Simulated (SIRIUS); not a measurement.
# Pt (P-1) in SIRIUS: notebook

One crystal, Pt, is run at these levels: PBE, PW91, revPBE, RPBE, BLYP; tasks: single point.

Program: SIRIUS 7.12.0. These are calculated values, not measurements. Logs are shortened: lines on timing, memory, paths and dates and some standing lists are left out, and cuts for length are marked. The log counts tension as positive stress, the text compression.

## Step 1: The crystal as given

The typed cell holds 1 atom: a = 2.743 Å, b = 2.761 Å, c = 2.721 Å, α = 109.34°, β = 109.59°, γ = 109.30°.

This isn't the form of Pt at room conditions, which is fcc.

## Step 2: Single point, PBE

File sirius.json:

```json
{
  "control": {
    "processing_unit": "cpu",
    "std_evp_solver_name": "lapack",
    "gen_evp_solver_name": "lapack",
    "verbosity": 2,
    "print_forces": true,
    "ortho_rf": true,
    "use_second_variation": true,
    "rmt_max": 3.0,
    "num_bands_to_print": 24,
    "save_wf": true
  },
  "parameters": {
    "electronic_structure_method": "full_potential_lapwlo",
    "xc_functionals": ["XC_GGA_X_PBE", "XC_GGA_C_PBE"],
    "core_relativity": "dirac",
    "valence_relativity": "iora",
    "num_fv_states": 24,
    "smearing": "fermi_dirac",
    "smearing_width": 0.0018374661,
    "pw_cutoff": 20,
    "gk_cutoff": 3.64,
    "lmax_apw": 11,
    "lmax_rho": 8,
    "lmax_pot": 8,
    "num_mag_dims": 0,
    "auto_rmt": 0,
    "ngridk": [12, 12, 12],
    "shiftk": [0, 0, 0],
    "num_dft_iter": 80,
    "energy_tol": 1e-07,
    "density_tol": 1e-05,
    "use_symmetry": true
  },
  "settings": {"tol_ne": 1e-10},
  "iterative_solver": {"type": "exact"},
  "mixer": {"type": "anderson", "beta": 0.5, "max_history": 8},
  "unit_cell": {
    "lattice_vectors": [
      [-2.9898725179, 2.9951818736, 2.9945645],
      [3.0290707101, -2.9853507246, 3.0239315432],
      [2.9621123467, 2.9575905533, -2.9847333511]
    ],
    "atom_types": ["Pt"],
    "atom_files": {"Pt": "Pt.json"},
    "atoms": {"Pt": [[0.0, 0.0, 0.0]]}
  }
}
```

File Pt.json:

```json
{
  "name": "platinum",
  "symbol": "Pt",
  "number": 78,
  "mass": 195.084,
  "rmin": 1e-06,
  "rmt": 2.53,
  "nrmt": 800,
  "rinf": 13.69,
  "core": "1s2s2p3s3p3d4s4p4d",
  "valence": [
    {"basis": [{"enu": 0.16, "dme": 0, "n": 0, "auto": 0}, {"enu": 0.16, "dme": 1, "n": 0, "auto": 0}]},
    {"l": 0, "n": 1, "basis": [{"enu": 0.26, "dme": 0, "n": 0, "auto": 0}]},
    {"l": 1, "n": 2, "basis": [{"enu": 0.26, "dme": 0, "n": 0, "auto": 0}]},
    {"l": 2, "n": 3, "basis": [{"enu": 0.26, "dme": 0, "n": 0, "auto": 0}]},
    {"l": 3, "n": 4, "basis": [{"enu": 0.26, "dme": 0, "n": 0, "auto": 0}]},
    {"l": 4, "n": 5, "basis": [{"enu": 0.26, "dme": 0, "n": 0, "auto": 0}]}
  ],
  "lo": [
    {"l": 0, "basis": [{"enu": 0.26, "dme": 0, "n": 0, "auto": 0}, {"enu": 0.26, "dme": 1, "n": 0, "auto": 0}]},
    {
      "l": 0,
      "basis": [{"enu": -3.2587, "dme": 0, "n": 5, "auto": 1}, {"enu": -3.2587, "dme": 1, "n": 5, "auto": 1}]
    },
    {
      "l": 0,
      "basis": [{"enu": -3.2587, "dme": 1, "n": 5, "auto": 1}, {"enu": 0.26, "dme": 0, "n": 0, "auto": 0}]
    },
    {"l": 0, "basis": [{"enu": 0.26, "dme": 0, "n": 0, "auto": 0}, {"enu": 2.7596, "dme": 0, "n": 0, "auto": 0}]},
    {"l": 1, "basis": [{"enu": 0.26, "dme": 0, "n": 0, "auto": 0}, {"enu": 0.26, "dme": 1, "n": 0, "auto": 0}]},
    {
      "l": 1,
      "basis": [{"enu": -1.5842, "dme": 0, "n": 5, "auto": 1}, {"enu": -1.5842, "dme": 1, "n": 5, "auto": 1}]
    },
    {
      "l": 1,
      "basis": [{"enu": -1.5842, "dme": 1, "n": 5, "auto": 1}, {"enu": 0.26, "dme": 0, "n": 0, "auto": 0}]
    },
    {"l": 1, "basis": [{"enu": 0.26, "dme": 0, "n": 0, "auto": 0}, {"enu": 3.1346, "dme": 0, "n": 0, "auto": 0}]},
    {"l": 2, "basis": [{"enu": 0.26, "dme": 0, "n": 0, "auto": 0}, {"enu": 0.26, "dme": 1, "n": 0, "auto": 0}]},
    {"l": 2, "basis": [{"enu": 0.26, "dme": 1, "n": 0, "auto": 0}, {"enu": 0.26, "dme": 2, "n": 0, "auto": 0}]},
    {"l": 2, "basis": [{"enu": 0.26, "dme": 0, "n": 0, "auto": 0}, {"enu": 2.6972, "dme": 0, "n": 0, "auto": 0}]},
    {"l": 3, "basis": [{"enu": 0.26, "dme": 0, "n": 0, "auto": 0}, {"enu": 0.26, "dme": 1, "n": 0, "auto": 0}]},
    {
      "l": 3,
      "basis": [{"enu": -2.1256, "dme": 0, "n": 4, "auto": 1}, {"enu": -2.1256, "dme": 1, "n": 4, "auto": 1}]
    },
    {
      "l": 3,
      "basis": [{"enu": -2.1256, "dme": 1, "n": 4, "auto": 1}, {"enu": 0.26, "dme": 0, "n": 0, "auto": 0}]
    },
    {"l": 3, "basis": [{"enu": 0.26, "dme": 0, "n": 0, "auto": 0}, {"enu": 3.8845, "dme": 0, "n": 0, "auto": 0}]},
    {"l": 4, "basis": [{"enu": 0.26, "dme": 0, "n": 0, "auto": 0}, {"enu": 0.26, "dme": 1, "n": 0, "auto": 0}]},
    {"l": 4, "basis": [{"enu": 0.26, "dme": 0, "n": 0, "auto": 0}, {"enu": 3.2596, "dme": 0, "n": 0, "auto": 0}]}
  ],
  "free_atom": [... radial grid and density of the free atom, the start of the SCF ...]
}
```

File sirius_start.json:

```json
{
  "control": {
    "processing_unit": "cpu",
    "std_evp_solver_name": "lapack",
    "gen_evp_solver_name": "lapack",
    "verbosity": 1,
    "print_forces": false,
    "ortho_rf": true,
    "use_second_variation": true,
    "rmt_max": 3.0,
    "num_bands_to_print": 24,
    "save_wf": false
  },
  "parameters": {
    "electronic_structure_method": "full_potential_lapwlo",
    "xc_functionals": ["XC_LDA_X", "XC_LDA_C_PW"],
    "core_relativity": "dirac",
    "valence_relativity": "iora",
    "num_fv_states": 24,
    "smearing": "fermi_dirac",
    "smearing_width": 0.0055123983,
    "pw_cutoff": 20,
    "gk_cutoff": 2.91,
    "lmax_apw": 11,
    "lmax_rho": 8,
    "lmax_pot": 8,
    "num_mag_dims": 0,
    "auto_rmt": 0,
    "ngridk": [5, 5, 5],
    "shiftk": [0, 0, 0],
    "num_dft_iter": 30,
    "energy_tol": 0.01,
    "density_tol": 0.05,
    "use_symmetry": true
  },
  "settings": {"tol_ne": 1e-10},
  "iterative_solver": {"type": "exact"},
  "mixer": {"type": "anderson", "beta": 0.5, "max_history": 8},
  "unit_cell": {
    "lattice_vectors": [
      [-2.9898725179, 2.9951818736, 2.9945645],
      [3.0290707101, -2.9853507246, 3.0239315432],
      [2.9621123467, 2.9575905533, -2.9847333511]
    ],
    "atom_types": ["Pt"],
    "atom_files": {"Pt": "Pt.json"},
    "atoms": {"Pt": [[0.0, 0.0, 0.0]]}
  }
}
```

Potentials or basis: all-electron FP-LAPW, apw+lo standard.

Command:

```bash
> OMP_NUM_THREADS=1 sirius.scf --input=sirius_start.json --output=start.json
> OMP_NUM_THREADS=1 sirius.scf --input=sirius.json --output=output.json --task=1
```

Log:

```text
[info] SIRIUS version : 7.12.0
[info] number of MPI ranks           : 1
[info] MPI grid                      : 1 1
[info] maximum number of OMP threads : 1
[fft] FFT context for density and potential
[fft] =====================================
[fft]   plane wave cutoff                     : 20
[fft]   grid size                             : 36 36 36   total : 46656
[fft]   grid limits                           : -17 18   -17 18   -17 18
[fft]   number of G-vectors within the cutoff : 14529
[fft]   number of G-shells                    : 7265
[fft] FFT context for coarse grid
[fft] =====================================
[fft]   plane wave cutoff                     : 7.28
[fft]   grid size                             : 15 15 15   total : 3375
[fft]   grid limits                           : -7 7   -7 7   -7 7
[fft]   number of G-vectors within the cutoff : 681
[fft]   number of G-shells                    : 341
[unit cell] lattice vectors
[unit cell]   a1 :      -2.9898725179      2.9951818736      2.9945645000
[unit cell]   a2 :       3.0290707101     -2.9853507246      3.0239315432
[unit cell]   a3 :       2.9621123467      2.9575905533     -2.9847333511
[unit cell] reciprocal lattice vectors
[unit cell]   b1 :      -0.0019365355      1.0537753473      1.0422705853
[unit cell]   b2 :       1.0419672870      0.0031461713      1.0371878785
[unit cell]   b3 :       1.0537084208      1.0604337742     -0.0085949625
[unit cell] unit cell volume :       107.31507829 [a.u.^3]
[unit cell] 1/sqrt(omega)    :         0.09653163
[unit cell] MT volume        :        67.83442887 (63.21%)
[unit cell] IT volume        :        39.48064942 (36.79%)
[unit cell] number of atom types : 1
[unit cell] type id : 0 symbol : Pt mt_radius :   2.530000 num_atoms : 1
[unit cell] total number of atoms : 1
[unit cell] number of symmetry classes : 1
[unit cell] atom id  type id  class id             position                      vector_field
[unit cell] ------------------------------------------------------------------------------------------
[unit cell]      0        0        0      0.00000   0.00000   0.00000      0.00000   0.00000   0.00000
[unit cell] atom id         position (Cartesian, a.u.)
[unit cell] ---------------------------------------------
[unit cell]      0       0.000000    0.000000    0.000000
[unit cell] class id : 0 atom id : 0
[unit cell] minimum bond length:     5.141020
[sym] space group number   : 2
[sym] international symbol : P-1
[sym] Hall symbol          : -P 1
[... 1129 lines left out ...]
[diagonalize] ik:    3   -3.233466   -2.076681   -2.075160   -2.075064   -2.074922   -2.073660   -2.073649   -2.073591   -1.549354   -1.544546   -1.541861    0.099586    0.215018    0.245020    0.312439    0.319747    0.338602    0.898540    0.957899    1.115744    1.158118    1.193632    1.222103    1.391176
[diagonalize] ik:    4   -3.233208   -2.076709   -2.075146   -2.075055   -2.074904   -2.073671   -2.073661   -2.073593   -1.552982   -1.545828   -1.541841    0.125682    0.202755    0.272248    0.325636    0.342035    0.355370    0.773127    0.906729    1.056545    1.188355    1.225169    1.297253    1.330599
[diagonalize] ...
[diagonalize] ik:  863   -3.232707   -2.076774   -2.075124   -2.075002   -2.074905   -2.073710   -2.073644   -2.073622   -1.555967   -1.548655   -1.544634    0.159709    0.226244    0.248618    0.297704    0.404591    0.497940    0.599488    0.879246    0.915452    1.155012    1.329590    1.333957    1.369001
[diagonalize] ik:  864   -3.232500   -2.076801   -2.075111   -2.074996   -2.074890   -2.073710   -2.073654   -2.073629   -1.555082   -1.550061   -1.547390    0.173968    0.205961    0.266674    0.296199    0.399887    0.559910    0.600163    0.813062    0.958078    1.104890    1.218174    1.349733    1.409050
[diagonalize] ik:  865   -3.232293   -2.076828   -2.075100   -2.074989   -2.074876   -2.073712   -2.073666   -2.073634   -1.554246   -1.551415   -1.550113    0.166720    0.174611    0.316728    0.329928    0.395329    0.605121    0.613220    0.741827    0.966091    1.073616    1.094982    1.336075    1.515210
[diagonalize] ik:  866   -3.232141   -2.076849   -2.075091   -2.074984   -2.074864   -2.073713   -2.073674   -2.073638   -1.553808   -1.552239   -1.552080    0.154106    0.155383    0.365748    0.371458    0.392474    0.628678    0.643605    0.679037    0.890304    1.059294    1.068568    1.313154    1.631992
[diagonalize] ik:  867   -3.232086   -2.076857   -2.075088   -2.074983   -2.074860   -2.073714   -2.073677   -2.073639   -1.553797   -1.552785   -1.552400    0.148781    0.149020    0.386308    0.389486    0.394220    0.645817    0.650845    0.657909    0.836788    1.059706    1.067606    1.303565    1.685405
[generate_core_charge_density] atom class : 0
[generate_core_charge_density]   n,l,k : 1 0 1  energy :       -2877.61729860
[generate_core_charge_density]   n,l,k : 2 0 1  energy :        -504.73585089
[generate_core_charge_density]   n,l,k : 2 1 1  energy :        -483.67061597
[generate_core_charge_density]   n,l,k : 2 1 2  energy :        -420.11722227
[generate_core_charge_density]   n,l,k : 3 0 1  energy :        -118.17616312
[generate_core_charge_density]   n,l,k : 3 1 1  energy :        -108.73703008
[generate_core_charge_density]   n,l,k : 3 1 2  energy :         -94.76501723
[generate_core_charge_density]   n,l,k : 3 2 2  energy :         -79.08027250
[generate_core_charge_density]   n,l,k : 3 2 3  energy :         -76.06921850
[generate_core_charge_density]   n,l,k : 4 0 1  energy :         -25.00799443
[generate_core_charge_density]   n,l,k : 4 1 1  energy :         -21.00513672
[generate_core_charge_density]   n,l,k : 4 1 2  energy :         -17.67756733
[generate_core_charge_density]   n,l,k : 4 2 2  energy :         -11.13015127
[generate_core_charge_density]   n,l,k : 4 2 3  energy :         -10.51136388
[find] Total energy                   :  -18446.71710534 (Ha),  -36893.43421068 (Ry)
[find] iteration : 1, RMS (target) : 3.0353e-01 (1.0000e-05) , energy difference (target) : 1.2544e-04 (1.0000e-07)
[find] Total energy                   :  -18446.71713667 (Ha),  -36893.43427335 (Ry)
[... 17 lines left out ...]
[find] valence_eval_sum               :     -41.68176087
[find] core_eval_sum                  :  -11287.58139339
[find] kinetic energy                 :   21107.42014096
[find] enuc                           :  -23212.29389905
[find] <rho|V^{XC}>                   :    -467.58549324
[find] <rho|E^{XC}>                   :    -357.29440005
[find] <mag|B^{XC}>                   :       0.00000000
[find] <rho|V^{H}>                    :  -31969.09780199
[find] smearing (-TS)                 :      -0.00023073
[find] SCF correction                 :      -0.00005820
[find] Total energy                   :  -18446.71711734 (Ha),  -36893.43423467 (Ry)
[find] Free energy (E-TS)             :  -18446.71734807 (Ha),  -36893.43469614 (Ry)
[find] band gap (eV)                  :       0.00000000
[find] Efermi                         :       0.38696023
[find] iteration : 6, RMS (target) : 2.8772e-06 (1.0000e-05) , energy difference (target) : 3.8432e-08 (1.0000e-07)
[find] converged after 7 SCF iterations!
[find] Charges and magnetic moments
[find] --------------------------------------------------------------------------------
[find] atom      charge    core leakage
[find] --------------------------------------------------------------------------------
[find]    0   76.571541    5.361543e-08
[find] total core leakage    : 5.36154308e-08
[find] interstitial charge   : 1.428456
[find] total charge          : 77.999997
[find] Energy
[find] --------------------------------------------------------------------------------
[find] valence_eval_sum               :     -41.68176087
[find] core_eval_sum                  :  -11287.58139339
[find] kinetic energy                 :   21107.42014096
[find] enuc                           :  -23212.29389905
[find] <rho|V^{XC}>                   :    -467.58549324
[find] <rho|E^{XC}>                   :    -357.29440005
[find] <mag|B^{XC}>                   :       0.00000000
[find] <rho|V^{H}>                    :  -31969.09780199
[find] smearing (-TS)                 :      -0.00023073
[find] SCF correction                 :      -0.00005820
[find] Total energy                   :  -18446.71711734 (Ha),  -36893.43423467 (Ry)
[find] Free energy (E-TS)             :  -18446.71734807 (Ha),  -36893.43469614 (Ry)
[find] band gap (eV)                  :       0.00000000
[find] Efermi                         :       0.38696023
[ground_state]
[ground_state] ==== total Forces in Ha/bohr =====
[ground_state] atom:    0, force:       0.0000000      0.0000000      0.0000000
[ground_state] ==== contribution from density =====
[ground_state] atom:    0, force:       0.0000000      0.0000000      0.0000000
[ground_state] ==== contribution from Hartree potential =====
[ground_state] atom:    0, force:       0.0000000      0.0000000      0.0000000
[ground_state] ==== contribution from IBS =====
[ground_state] atom:    0, force:       0.0000000      0.0000000      0.0000000
```

It took 2.2 min on 1 thread of Arm Neoverse V2, shared host; peak memory 1.3 GiB.

Results:

- Free energy: -501960.7507 eV
- Band gap on the k mesh: none (metal or under the smearing width)
- All electrons inside the program's atomic spheres: Pt 76.57 (radii Pt 2.53 bohr)

Levels at points of the mesh, in eV from the Fermi level:
```tsv
k point	band 14	band 15	band 16	band 17	band 18	band 19
(0.00, 0.00, 0.00)	-3.38	-3.26	-0.97	-0.87	16.92	17.15
(0.50, 0.00, 0.00)	-1.09	-0.58	0.32	1.10	6.28	13.29
(0.00, 0.50, 0.00)	-1.12	-0.57	0.21	1.05	6.10	13.44
(0.50, 0.50, 0.00)	-1.01	-0.53	0.31	1.08	6.25	13.29
(0.00, 0.00, 0.50)	-1.08	-0.62	0.44	1.15	6.48	13.18
(0.50, 0.00, 0.50)	-1.21	-0.69	0.39	1.15	6.43	13.29
(0.00, 0.50, 0.50)	-1.11	-0.61	0.37	1.12	6.37	13.28
(0.50, 0.50, 0.50)	0.49	0.58	0.71	7.57	7.70	7.90
```

## Step 3: Single point, PW91

sirius.json, as its differences from that of step 2:

```diff
@@ -15,3 +15,3 @@
     "electronic_structure_method": "full_potential_lapwlo",
-    "xc_functionals": ["XC_GGA_X_PBE", "XC_GGA_C_PBE"],
+    "xc_functionals": ["XC_GGA_X_PW91", "XC_GGA_C_PW91"],
     "core_relativity": "dirac",
```

Pt.json is that of step 2.

sirius_start.json is that of step 2.

Potentials or basis: all-electron FP-LAPW, apw+lo standard.

Command:

```bash
> OMP_NUM_THREADS=1 sirius.scf --input=sirius_start.json --output=start.json
> OMP_NUM_THREADS=1 sirius.scf --input=sirius.json --output=output.json --task=1
```

It took 2.5 min on 1 thread of Arm Neoverse V2, shared host; peak memory 1.3 GiB.

It converged, with:

```
Free energy                                       : -502009.0951 eV
Band gap on the k mesh                            : none (metal or under the smearing width)
All electrons inside the program's atomic spheres : Pt 76.58 (radii Pt 2.53 bohr)
```

Levels at points of the mesh, in eV from the Fermi level:
| k point | band 12 | band 13 | band 14 | band 15 | band 16 | band 17 | band 18 | band 19 | band 20 | band 21 |
| --- | --- | --- | --- | --- | --- | --- | --- | --- | --- | --- |
| (0.00, 0.00, 0.00) | -9.36 | -3.52 | -3.39 | -3.27 | -0.97 | -0.87 | 16.98 | 17.21 | 17.33 | 27.02 |
| (0.50, 0.00, 0.00) | -6.45 | -4.81 | -1.09 | -0.58 | 0.37 | 1.09 | 6.26 | 13.34 | 15.90 | 24.04 |
| (0.00, 0.50, 0.00) | -6.47 | -4.78 | -1.12 | -0.57 | 0.26 | 1.04 | 6.09 | 13.49 | 16.10 | 24.06 |
| (0.50, 0.50, 0.00) | -6.45 | -4.87 | -1.02 | -0.54 | 0.36 | 1.08 | 6.23 | 13.34 | 15.82 | 24.27 |
| (0.00, 0.00, 0.50) | -6.42 | -4.81 | -1.08 | -0.63 | 0.49 | 1.15 | 6.46 | 13.24 | 15.68 | 23.94 |
| (0.50, 0.00, 0.50) | -6.43 | -4.70 | -1.21 | -0.70 | 0.44 | 1.15 | 6.41 | 13.34 | 15.92 | 23.60 |
| (0.00, 0.50, 0.50) | -6.43 | -4.79 | -1.12 | -0.62 | 0.42 | 1.12 | 6.35 | 13.33 | 15.83 | 23.92 |
| (0.50, 0.50, 0.50) | -5.95 | -5.94 | 0.49 | 0.57 | 0.70 | 7.59 | 7.73 | 7.92 | 12.71 | 18.91 |

Spin-orbit coupling is left out, which matters for the levels of Pt.

## Step 4: Single point, revPBE

sirius.json, as its differences from that of step 3:

```diff
@@ -15,3 +15,3 @@
     "electronic_structure_method": "full_potential_lapwlo",
-    "xc_functionals": ["XC_GGA_X_PW91", "XC_GGA_C_PW91"],
+    "xc_functionals": ["XC_GGA_X_PBE_R", "XC_GGA_C_PBE"],
     "core_relativity": "dirac",
```

Pt.json is that of step 3.

sirius_start.json is that of step 3.

Command:

```bash
> OMP_NUM_THREADS=1 sirius.scf --input=sirius_start.json --output=start.json
> OMP_NUM_THREADS=1 sirius.scf --input=sirius.json --output=output.json --task=1
```

Run time: 2.5 min. Hardware: 1 thread of Arm Neoverse V2, shared host; peak memory 1.3 GiB.

Results (log left out):

- Free energy: -501970.6011 eV
- Band gap on the k mesh: none (metal or under the smearing width)
- All electrons inside the program's atomic spheres: Pt 76.57 (radii Pt 2.53 bohr)

Levels at points of the mesh, in eV from the Fermi level:
| k point | band 13 | band 14 | band 15 | band 16 | band 17 | band 18 | band 19 | band 20 |
| --- | --- | --- | --- | --- | --- | --- | --- | --- |
| (0.00, 0.00, 0.00) | -3.51 | -3.38 | -3.26 | -0.97 | -0.88 | 16.93 | 17.16 | 17.28 |
| (0.50, 0.00, 0.00) | -4.81 | -1.09 | -0.58 | 0.33 | 1.09 | 6.30 | 13.30 | 15.94 |
| (0.00, 0.50, 0.00) | -4.78 | -1.12 | -0.57 | 0.22 | 1.04 | 6.12 | 13.45 | 16.14 |
| (0.50, 0.50, 0.00) | -4.87 | -1.01 | -0.54 | 0.32 | 1.08 | 6.26 | 13.30 | 15.86 |
| (0.00, 0.00, 0.50) | -4.81 | -1.08 | -0.63 | 0.45 | 1.15 | 6.50 | 13.19 | 15.72 |
| (0.50, 0.00, 0.50) | -4.69 | -1.21 | -0.70 | 0.41 | 1.15 | 6.44 | 13.30 | 15.95 |
| (0.00, 0.50, 0.50) | -4.78 | -1.11 | -0.62 | 0.38 | 1.12 | 6.38 | 13.29 | 15.87 |
| (0.50, 0.50, 0.50) | -5.96 | 0.49 | 0.57 | 0.70 | 7.59 | 7.73 | 7.92 | 12.80 |

The run has no spin-orbit coupling, so splittings on Pt are missing.

[end of part 1 of 2]
